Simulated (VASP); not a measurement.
The system is KI.

```
I K
1.0
     0.00000    3.53277    3.53277
     3.53277    0.00000    3.53277
     3.53277    3.53277    0.00000
I K
1 1
Cartesian
  3.5328 3.5328 3.5328
  0.0000 0.0000 0.0000
```

Program: VASP 6.6.1. Alike in all runs: task single point; level PBE0(alpha); potentials or basis VASP PAW PBE potentials, release 64 (I, K_sv); no spin polarisation; cell as given; k mesh 4 × 4 × 4; cutoff (eV) 520; smearing fermi-dirac 0.05 eV.

Order these runs on this cell by their band gap on the k mesh, lowest first.
A. share of exact exchange 0.3
B. share of exact exchange 0.5
C. share of exact exchange 0.05
D. share of exact exchange 0.15
E. share of exact exchange 0.2

C (4.29 eV), D (4.97 eV), E (5.31 eV), A (5.99 eV), B (7.39 eV).

Caveats: spin-orbit coupling is left out, which moves the levels of the heavy elements.
